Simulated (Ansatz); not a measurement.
Computed with DFT PBE, scalar-relativistic, plane waves, PAW (Ansatz 0.2.0). Settings: cutoff 420 eV, Γ-centred meshes spaced at most about 0.3 Å⁻¹, and about 0.25 Å⁻¹ or finer for metals (2π included), Gaussian smearing. No spin polarisation.

Temperature and zero-point effects are left out.

Compare these two cells of B3As5, each relaxed at this level.

1.

```
B As
1.0
     1.73912    1.00408   12.17723
    -1.73912    1.00408   12.17723
     0.00000   -2.00816   12.17723
B As
3 5
Direct
  0.34226 0.34226 0.34226
  0.75144 0.75144 0.75144
  0.16043 0.16043 0.16043
  0.39950 0.39950 0.39950
  0.98997 0.98997 0.98997
  0.21802 0.21802 0.21802
  0.80870 0.80870 0.80870
  0.59018 0.59018 0.59018
```

2.

```
B As
1.0
     3.45363    0.00000    0.00000
    -1.72682    2.99093    0.00000
     0.00000    0.00000   12.37943
B As
3 5
Direct
  0.00000 0.00000 0.47900
  0.33333 0.66667 0.03154
  0.66667 0.33333 0.25539
  0.66667 0.33333 0.42439
  0.00000 0.00000 0.97517
  0.33333 0.66667 0.20038
  0.00000 0.00000 0.64860
  0.33333 0.66667 0.76704
```

**Question.** Which form is favoured at zero pressure, and by what margin per atom?

**Answer.** They are level within the accuracy (5 meV/atom apart, with cell 2 the lower in these runs). Cell 1 has space group R3m (No. 160), 15.9 Å³/atom and no gap on its mesh; cell 2 has space group P3m1 (No. 156), 16.0 Å³/atom and no gap. Cell 1 and cell 2 both hold As–As nets. Even the lower one lies +0.14 eV/atom against the reference forms of the elements (uncorrected), so neither is stable at this level. In cell 1, B on its first site is surrounded by 4 As at 2.09–2.12 Å; B on its second site is surrounded by 4 As at 2.09–2.12 Å; As on its first site is surrounded by 4 B at 2.09–2.12 Å; 5 more sites not described. In cell 2, B on its first site has 4 As at 2.10–2.11 Å; B on its second site has 4 As at 2.09–2.11 Å; around As on its first site lie 4 B at 2.09–2.11 Å; 5 more sites not described. Both come from invented guesses.

The k mesh leaves some 4 meV/atom of noise in the energy of each metallic cell. No dispersion correction is applied, so the spacing and binding between layers, chains or molecules are poorly described (R3m, P3m1), and this can change margins and order among such cells. Cells relaxed within their symmetry can be saddle points.
